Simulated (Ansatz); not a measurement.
# TiTe (Pm-3m) in Ansatz: further runs

Aim: see how the results for TiTe move with the level of theory and the settings. Levels: LDA, LDA+U. Tasks: band structure.

Program: Ansatz 0.2.0. These are calculated values, not measurements. Logs are shortened: lines on timing, memory, paths and dates and some standing lists are left out, and cuts for length are marked.

## Step 1: The crystal as given

Symmetry: Pm-3m, No. 221, cubic system. The conventional cell has a = 3.631 Å, b = 3.631 Å, c = 3.631 Å, α = 90.00°, β = 90.00°, γ = 90.00°. Ti (site symmetry m-3m) is surrounded by 8 Te at 3.14 Å. Te (site symmetry m-3m) has 8 Ti at 3.14 Å as nearest neighbours.

The cell comes from a database or a generator and needn't be the stable form of this composition.

## Step 2: Band structure, LDA

Contents of input.yaml:

```yaml
crystal:
  lattice:
    - [3.63109312, 0.0, 0.0]
    - [0.0, 3.63109312, 0.0]
    - [0.0, 0.0, 3.63109312]
  atoms:
    - { symbol: Ti, position: [0.0, 0.0, 0.0] }
    - { symbol: Te, position: [0.5, 0.5, 0.5] }
hamiltonian:
  xc: lda
  pseudopotentials: { kind: paw }
kpoints:
  mp_grid: { grid: [7, 7, 7] }
  band_path:
    path:
      - [[0.0, 0.0, 0.0], [0.0, 0.5, 0.0], [0.5, 0.5, 0.0], [0.0, 0.0, 0.0], [0.5, 0.5, 0.5], [0.0, 0.5, 0.0]]
      - [[0.5, 0.5, 0.0], [0.5, 0.5, 0.5]]
    npoints: 14
scf:
  occupations: { method: fermi_dirac, width: 0.05 }
  n_extra_bands: 6
output:
  forces: true
  stress: true
  eigenvalues: true
  fatbands: true
  write_density: true
  write_potential: true
  elf: true
  volumetric_format: npy
```

Potentials or basis: Ansatz PAW.

The run is started by

```
$ ansatz run input.yaml --threads 2 --pin off --max-ram 5632MiB --backend cpu --events-out ev --progress --plain --runs-dir out
```

The log of the run:

```text
Warning: RAYON_NUM_THREADS=2 ignored (pool sized by the plan → 2); use --threads N
scf.n_extra_bands = 6 over 14 filled bands (N_el = 28.0): the run solves 20 bands
Engine: ansatz 0.2.0, aarch64-unknown-linux-gnu
Pseudopotentials: kind: paw
Pseudopotential: Ti, paw, valence charge 12, recommended cutoff 420 eV (normal), Ti.paw.azcp
Pseudopotential: Te, paw, valence charge 16, recommended cutoff 420 eV (normal), Te.paw.azcp
Functional definition: SPW92
  exchange = slater_x
  correlation = pw_c
Crystal: 2 atoms, lattice volume = 47.875 Å³
Basis set: ecut = 420 eV, 925 PW (Γ)
Bands: 20, of which v1, the nominal top of the filled ones, is band 14 counted from 1 (13 counted from 0)
Symmetry: 48 space group operations
Space group: Pm-3m (ITA 221), of the structure as read, at distance tolerance 3.6e-5 Å
k-points: 20 of 343
Non-local potential: Ti, projectors of the file, l = 0: 3, l = 1: 2, l = 2: 3, l = 3: 1
Non-local potential: Te, projectors of the file, l = 0: 2, l = 1: 2, l = 2: 2, l = 3: 2
PAW form: soft (Blöchl's): semilocal exchange-correlation on the pseudo side does not see the compensation charge
PAW frozen core: Ti, regenerated for the run's functional, and the local potential with it (the file was generated under x = pbe(κ = 0.804, μ = 0.2195149727645171), c = pbe(β = 0.06672455060314922))
PAW frozen core: Te, regenerated for the run's functional, and the local potential with it (the file was generated under x = pbe(κ = 0.804, μ = 0.2195149727645171), c = pbe(β = 0.06672455060314922))
PAW one-centre angular grid: Ti, 590 points (default); XC on 64 Gauss nodes
PAW one-centre angular grid: Te, 590 points (default); XC on 64 Gauss nodes
Initial density: superposition of atomic densities (neutral atoms: chi_scale 0, normalization atom), corrected by the library's trained network
Initial wavefunctions: pseudopotential atomic-orbital guess
Functional: x = slater, c = lda
SCF iter   1: F=—  HF=-9277.926487 eV  |F-HF|=—  |Δ(HF+E_count)|=         —  Δρ=8.23e-3  dr2=2.13e-2  ethr=1.77e-3  ⟨swp⟩=6.0  Hψ=1948  notcnv=0
preconditioner: auto → Kerker (q_TF=auto, 2.495 Å⁻¹)  [metal: Δε(μ)=0.068 eV  Ē_g=6.823 eV  σ=0.050 eV  W_gap=0.33  n_scr=18 (ndim 8)  ℏωp=17.0 eV  f_vac=0.000  D(μ)=1.93/eV (n_scr^D=18)]
SCF iter   2: F=—  HF=-9277.922140 eV  |F-HF|=—  |Δ(HF+E_count)|=   4.35e-3  Δρ=4.34e-3  dr2=5.82e-3  ethr=7.59e-5  ⟨swp⟩=2.0  Hψ=675  notcnv=0
SCF iter   3: F=—  HF=-9277.921170 eV  |F-HF|=—  |Δ(HF+E_count)|=   9.70e-4  Δρ=4.34e-4  dr2=7.89e-5  ethr=2.08e-5  ⟨swp⟩=2.8  Hψ=685  notcnv=0
SCF iter   4: F=—  HF=-9277.921159 eV  |F-HF|=—  |Δ(HF+E_count)|=   1.09e-5  Δρ=1.40e-4  dr2=9.49e-6  ethr=2.82e-7  ⟨swp⟩=2.0  Hψ=644  notcnv=0
SCF iter   5: F=—  HF=-9277.921153 eV  |F-HF|=—  |Δ(HF+E_count)|=   5.63e-6  Δρ=5.92e-5  dr2=2.24e-6  ethr=3.39e-8  ⟨swp⟩=2.0  Hψ=603  notcnv=0
SCF iter   6: F=-9277.921153 eV  HF=-9277.921153 eV  |F-HF|=3.29e-8  |Δ(HF+E_count)|=   2.29e-7  Δρ=9.02e-6  dr2=5.11e-8  ethr=3.57e-10  ⟨swp⟩=7.4  Hψ=2277  notcnv=0
SCF 1 converged in 6 iterations: F = -9277.921153 eV  dr2 = 5.11e-8
NSCF: frozen V_eff on 86 k-points
SCF converged after 6 iterations
Free energy (F): -9277.921153 eV
Harris-Foulkes:  -9277.921153 eV  (|F-HF|=3.29e-8)
Internal energy: -9277.905317 eV  (E = F + TS)
E sigma→0 (E₀):  -9277.913235 eV
Entropy (-TS):   -0.015837 eV (-7.918 meV/atom)
Fermi energy:    11.642345 eV
--- Per-component energies (eV) ---
  E_band       = -405.266761
  E_kinetic    = 449.531043
  E_local      = -1912.069102  (includes V_loc(G=0)·N_el)
  E_nonlocal   = -290.708634
  E_hartree    = 1063.666675
  E_xc         = -218.681495
  E_vxc        = -224.165351  (∫ρ·V_xc dr)
  E_paw        = -5509.704476  (= ΣΔE_a)
  E_vpaw       = -555.183675  (= ΣTr[D̂ρ^β])
  E_aug_tail   = -0.000084  (compensation charges beyond the density's cutoff)
  E_ewald      = -2860.943855
  E_core_change = 1.004612  (= ΣΔE_core)
  E_smearing   = -0.015837  (= −TS)
  E_closure    = 0.000000  (closes the sum)
  Σ components = -9277.921153   (vs F -9277.921153, Δ=0.00e0)
--- Forces (eV/Å), atoms counted from 1 ---
  atom   1  Ti    -0.00000000     0.00000000     0.00000000
  atom   2  Te     0.00000000     0.00000000     0.00000000
  max |Σ_I F_I| component: 5.32e-30 eV/Å
--- Stress (GPa, compression-positive) ---
      -16.098617       0.000000      -0.000000
        0.000000     -16.098617       0.000000
        0.000000       0.000000     -16.098617
  P = ⅓ Tr σ = -16.0986 GPa (-160.986 kbar)
--- Band table (eV; the first three rows and the last of 20) ---
  k-point 0: bands = ["-45.4147", "-25.4595", "-25.4595", "-25.4487", "-25.4487", "-25.4487", "-21.9435", "-21.9435", "-21.9435", "-1.4030", "10.5441", "10.5441", "10.5441", "10.5811", "10.5811", "12.4312", "12.4312", "12.4312", "13.3673", "18.1394"]
  k-point 1: bands = ["-45.4142", "-25.4594", "-25.4569", "-25.4495", "-25.4495", "-25.4486", "-21.9509", "-21.9425", "-21.9425", "-1.2386", "8.7127", "10.3967", "10.3967", "10.6620", "11.3703", "12.4445", "12.7451", "12.7451", "14.3578", "17.9660"]
  k-point 2: bands = ["-45.4132", "-25.4593", "-25.4513", "-25.4513", "-25.4510", "-25.4485", "-21.9676", "-21.9404", "-21.9404", "-0.8095", "6.7364", "10.1395", "10.1395", "10.8588", "12.1093", "12.4745", "13.4838", "13.4838", "15.2816", "17.5360"]
  k-point 19: bands = ["-45.4081", "-25.4568", "-25.4568", "-25.4565", "-25.4391", "-25.4391", "-21.9700", "-21.9693", "-21.9693", "1.2639", "7.1253", "7.1253", "7.2944", "12.3253", "12.5011", "12.5011", "13.5625", "13.5625", "14.6426", "14.6426"]
```

It took 2.3 s on 2 threads of Arm Neoverse V1, shared host; peak memory 0.31 GiB.

Results:

- Free energy: -9277.9212 eV
- Pressure: -16.1 GPa
- Band gap on the k mesh: none (metal or under the smearing width)

Levels at the corners of the path, in eV from the Fermi level:
| point | band 12 | band 13 | band 14 | band 15 | band 16 | band 17 |
| --- | --- | --- | --- | --- | --- | --- |
| Γ | -1.10 | -1.10 | -1.06 | -1.06 | 0.79 | 0.79 |
| X | -1.69 | -1.69 | -0.58 | 0.86 | 1.33 | 2.74 |
| M | -4.76 | -1.48 | 0.17 | 0.17 | 0.53 | 0.67 |
| Γ | -1.10 | -1.10 | -1.06 | -1.06 | 0.79 | 0.79 |
| R | -4.61 | -4.61 | 1.43 | 1.43 | 1.61 | 1.61 |
| X | -1.69 | -1.69 | -0.58 | 0.86 | 1.33 | 2.74 |
| M | -4.76 | -1.48 | 0.17 | 0.17 | 0.53 | 0.67 |
| R | -4.61 | -4.61 | 1.43 | 1.43 | 1.61 | 1.61 |

Caveat: spin-orbit coupling is left out, which moves the levels of the heavy elements; the PAW data sets come from PBE, with cores solved anew for the run's functional, which leaves a small shift of forces and pressure.

## Step 3: Band structure, LDA+U

Changes to input.yaml since step 2:

```diff
@@ -11,2 +11,3 @@
   pseudopotentials: { kind: paw }
+  hubbard: { sites: [{ species: Ti, l: d, u_eff: 1.0 }] }
 kpoints:
@@ -25,3 +26,3 @@
   eigenvalues: true
-  fatbands: true
+  fatbands: false
   write_density: true
```

Potentials or basis: Ansatz PAW.

The run is started by

```
$ ansatz run input.yaml --threads 2 --pin off --max-ram 5632MiB --backend cpu --events-out ev --progress --plain --runs-dir out
```

The log of the run:

```text
Warning: RAYON_NUM_THREADS=2 ignored (pool sized by the plan → 2); use --threads N
Ti: projections on atomic orbitals take those of the free atom [Ne] 3s2 3p6 3d2 4s2, of charge +0.00 (hamiltonian.pseudopotentials.projection_atoms); the dataset's partial waves leave at most 4.1e-7 of an orbital's norm unspanned inside its sphere
Te: projections on atomic orbitals take those of the free atom [Kr] 4d10 5s2 5p4, of charge +0.00 (hamiltonian.pseudopotentials.projection_atoms); the dataset's partial waves leave at most 7.8e-6 of an orbital's norm unspanned inside its sphere
scf.n_extra_bands = 6 over 14 filled bands (N_el = 28.0): the run solves 20 bands
[... 7 set-up lines as earlier in the session ...]
Crystal: 2 atoms, lattice volume = 47.875 Å³
Basis set: ecut = 420 eV, 925 PW (Γ)
Bands: 20, of which v1, the nominal top of the filled ones, is band 14 counted from 1 (13 counted from 0)
[... 2 set-up lines as earlier in the session ...]
k-points: 20 of 343
[... 7 set-up lines as earlier in the session ...]
Initial density: superposition of atomic densities (chi_scale 0.1, normalization cell, long waves kept (reshape's long-wave potential 0.00 eV rms))
[... 2 set-up lines as earlier in the session ...]
SCF iter   1: F=—  HF=-9277.421484 eV  |F-HF|=—  |Δ(HF+E_count)|=         —  Δρ=5.90e-2  dr2=3.43e0  ethr=3.10e-3  ⟨swp⟩=5.8  Hψ=1864  notcnv=0
preconditioner: auto → Kerker (q_TF=auto, 2.495 Å⁻¹)  [metal: Δε(μ)=0.015 eV  Ē_g=6.263 eV  σ=0.050 eV  W_gap=0.07  n_scr=18 (ndim 8)  ℏωp=17.0 eV  f_vac=0.000  D(μ)=2.93/eV (n_scr^D=26)]
SCF iter   2: F=—  HF=-9277.019475 eV  |F-HF|=—  |Δ(HF+E_count)|=   4.02e-1  Δρ=2.94e-2  dr2=3.15e-1  ethr=3.10e-3  ⟨swp⟩=4.0  Hψ=1031  notcnv=0
SCF iter   3: F=—  HF=-9276.964630 eV  |F-HF|=—  |Δ(HF+E_count)|=   5.48e-2  Δρ=1.29e-2  dr2=8.55e-2  ethr=1.13e-3  ⟨swp⟩=2.0  Hψ=689  notcnv=0
SCF iter   4: F=—  HF=-9276.950635 eV  |F-HF|=—  |Δ(HF+E_count)|=   1.40e-2  Δρ=3.32e-3  dr2=6.32e-3  ethr=3.06e-4  ⟨swp⟩=2.2  Hψ=626  notcnv=0
SCF iter   5: F=—  HF=-9276.949228 eV  |F-HF|=—  |Δ(HF+E_count)|=   1.41e-3  Δρ=6.03e-4  dr2=1.57e-4  ethr=2.26e-5  ⟨swp⟩=2.2  Hψ=653  notcnv=0
SCF iter   6: F=—  HF=-9276.949235 eV  |F-HF|=—  |Δ(HF+E_count)|=   7.47e-6  Δρ=1.45e-4  dr2=1.10e-5  ethr=5.62e-7  ⟨swp⟩=1.8  Hψ=518  notcnv=0
SCF iter   7: F=—  HF=-9276.949236 eV  |F-HF|=—  |Δ(HF+E_count)|=   6.17e-7  Δρ=3.14e-5  dr2=3.74e-7  ethr=3.93e-8  ⟨swp⟩=2.1  Hψ=624  notcnv=0
SCF iter   8: F=-9276.949236 eV  HF=-9276.949236 eV  |F-HF|=4.73e-10  |Δ(HF+E_count)|=   7.84e-9  Δρ=2.89e-6  dr2=3.09e-9  ethr=3.57e-10  ⟨swp⟩=9.0  Hψ=2551  notcnv=0
SCF 1 converged in 8 iterations: F = -9276.949236 eV  dr2 = 3.09e-9
NSCF: frozen V_eff on 86 k-points
SCF converged after 8 iterations
Free energy (F): -9276.949236 eV
Harris-Foulkes:  -9276.949236 eV  (|F-HF|=4.73e-10)
Internal energy: -9276.934771 eV  (E = F + TS)
E sigma→0 (E₀):  -9276.942003 eV
Entropy (-TS):   -0.014465 eV (-7.233 meV/atom)
Fermi energy:    11.672801 eV
--- Per-component energies (eV) ---
  E_band       = -405.064349
  E_kinetic    = 449.404686
  E_local      = -1911.467081  (includes V_loc(G=0)·N_el)
  E_nonlocal   = -290.908693
  E_hartree    = 1063.290246
  E_xc         = -218.758509
  E_vxc        = -224.258083  (∫ρ·V_xc dr)
  E_hubbard    = 0.957571  (on-site DFT+U / exact-exchange correction)
  E_vhub       = 0.452233  (the Hubbard potential's part of the band-sum identity)
  E_paw        = -5509.513665  (= ΣΔE_a)
  E_vpaw       = -554.865787  (= ΣTr[D̂ρ^β])
  E_aug_tail   = -0.000083  (compensation charges beyond the density's cutoff)
  E_ewald      = -2860.943855
  E_core_change = 1.004612  (= ΣΔE_core)
  E_smearing   = -0.014465  (= −TS)
  E_closure    = 0.000000  (closes the sum)
  Σ components = -9276.949236   (vs F -9276.949236, Δ=0.00e0)
--- Forces (eV/Å), atoms counted from 1 ---
  atom   1  Ti     0.00000000     0.00000000     0.00000000
  atom   2  Te     0.00000000    -0.00000000     0.00000000
  max |Σ_I F_I| component: 3.47e-29 eV/Å
--- Stress (GPa, compression-positive) ---
      -15.271762      -0.000000      -0.000000
        0.000000     -15.271762       0.000000
        0.000000       0.000000     -15.271762
  P = ⅓ Tr σ = -15.2718 GPa (-152.718 kbar)
--- Band table (eV; the first three rows and the last of 20) ---
  k-point 0: bands = ["-45.5846", "-25.3557", "-25.3557", "-25.3452", "-25.3452", "-25.3452", "-22.1062", "-22.1062", "-22.1062", "-1.3542", "10.5494", "10.5494", "10.5849", "10.5849", "10.5849", "12.6077", "12.6077", "12.6077", "13.3603", "18.1149"]
  k-point 1: bands = ["-45.5842", "-25.3556", "-25.3531", "-25.3461", "-25.3461", "-25.3452", "-22.1135", "-22.1052", "-22.1052", "-1.1889", "8.7364", "10.4643", "10.4643", "10.6281", "11.3381", "12.6206", "12.8957", "12.8957", "14.3539", "17.9512"]
  k-point 2: bands = ["-45.5832", "-25.3555", "-25.3480", "-25.3480", "-25.3472", "-25.3450", "-22.1299", "-22.1031", "-22.1031", "-0.7573", "6.7589", "10.2445", "10.2445", "10.8186", "12.0584", "12.6499", "13.5995", "13.5995", "15.2708", "17.5435"]
  k-point 19: bands = ["-45.5781", "-25.3536", "-25.3536", "-25.3532", "-25.3352", "-25.3352", "-22.1323", "-22.1315", "-22.1315", "1.3362", "7.2268", "7.2268", "7.3808", "12.3885", "12.4693", "12.4693", "13.5679", "13.5679", "14.6856", "14.6856"]
Occupation matrices written to <dir>
```

It took 2.5 s on 2 threads of Arm Neoverse V1, shared host; peak memory 0.34 GiB.

What came out:

```
Free energy            : -9276.9492 eV
Pressure               : -15.3 GPa
Band gap on the k mesh : none (metal or under the smearing width)
```

Levels at the corners of the path, in eV from the Fermi level:
```csv
point,band 12,band 13,band 14,band 15,band 16,band 17
Γ,-1.12,-1.09,-1.09,-1.09,0.93,0.93
X,-1.59,-1.59,-0.66,1.00,1.22,2.81
M,-4.76,-1.53,0.33,0.33,0.56,0.81
Γ,-1.12,-1.09,-1.09,-1.09,0.93,0.93
R,-4.54,-4.54,1.32,1.32,1.57,1.57
X,-1.59,-1.59,-0.66,1.00,1.22,2.81
M,-4.76,-1.53,0.33,0.33,0.56,0.81
R,-4.54,-4.54,1.32,1.32,1.57,1.57
```

Eigenvalues of the final occupation matrices:
```tsv
site	spin	trace	eigenvalues
site 1	1	1.46	0.19 0.19 0.19 0.44 0.44
```

Caveat: spin-orbit coupling is left out, which moves the levels of the heavy elements; U without spin polarisation on a metal has little footing; the PAW data sets come from PBE, with cores solved anew for the run's functional, which leaves a small shift of forces and pressure; the U is typed as a test and isn't derived for this compound.

## Step 4: Band structure, LDA+U

Changes to input.yaml since step 3:

```diff
@@ -11,3 +11,3 @@
   pseudopotentials: { kind: paw }
-  hubbard: { sites: [{ species: Ti, l: d, u_eff: 1.0 }] }
+  hubbard: { sites: [{ species: Ti, l: d, u_eff: 2.0 }] }
 kpoints:
```

The run is started by

```
$ ansatz run input.yaml --threads 2 --pin off --max-ram 5632MiB --backend cpu --events-out ev --progress --plain --runs-dir out
```

Wall time 2.5 s (2 threads of Arm Neoverse V1, shared host); peak memory 0.34 GiB.

The run converged. Its results:

```
Free energy            : -9276.0070 eV
Pressure               : -14.3 GPa
Band gap on the k mesh : none (metal or under the smearing width)
```

Levels at the corners of the path, in eV from the Fermi level:
```
point  band 11  band 12  band 13  band 14  band 15  band 16  band 17  band 18
    Γ    -1.20    -1.20    -1.06    -1.06    -1.06     1.14     1.14     1.14
    X    -6.37    -1.46    -1.46    -0.75     1.10     1.21     2.93     2.93
    M    -4.74    -4.74    -1.59     0.54     0.54     0.61     1.00     1.16
    Γ    -1.20    -1.20    -1.06    -1.06    -1.06     1.14     1.14     1.14
    R    -4.43    -4.43    -4.43     1.20     1.20     1.54     1.54     1.54
    X    -6.37    -1.46    -1.46    -0.75     1.10     1.21     2.93     2.93
    M    -4.74    -4.74    -1.59     0.54     0.54     0.61     1.00     1.16
    R    -4.43    -4.43    -4.43     1.20     1.20     1.54     1.54     1.54
```

Eigenvalues of the final occupation matrices:
```
  site  spin  trace               eigenvalues
site 1     1   1.44  0.17 0.17 0.17 0.46 0.46
```

Caveat: spin-orbit coupling is left out, which moves the levels of the heavy elements; U without spin polarisation on a metal has little footing; the PAW data sets come from PBE, with cores solved anew for the run's functional, which leaves a small shift of forces and pressure; the U is typed as a test and isn't derived for this compound.

## Step 5: Summary

| level | U | hubbard projectors | double counting | gap on the mesh (eV) | pressure (GPa) |
| --- | --- | --- | --- | --- | --- |
| LDA | - | - | - | none | -16.1 |
| LDA+U | Ti d U = 1 eV | ortho-atomic (the default) | fll (the default) | none | -15.3 |
| LDA+U | Ti d U = 2 eV | ortho-atomic (the default) | fll (the default) | none | -14.3 |

Alike in all rows: task band structure; potentials or basis Ansatz PAW; no spin polarisation; cell as given; k mesh 7 × 7 × 7; cutoff (eV) 420; smearing fermi-dirac 0.05 eV.

Every run on the cell as given and a fine mesh finds a metal. The pressure there spans -16.1 GPa (LDA) to -14.3 GPa (LDA+U); a positive pressure means that this level wants a larger cell, a negative one a smaller.

Caveats: spin-orbit coupling is left out, which moves the levels of the heavy elements; the PAW data sets come from PBE, with cores solved anew for the run's functional, which leaves a small shift of forces and pressure; U without spin polarisation on a metal has little footing (some runs); the U is typed as a test and isn't derived for this compound (some runs).

Absolute energies hang on the potentials; compare differences alone.
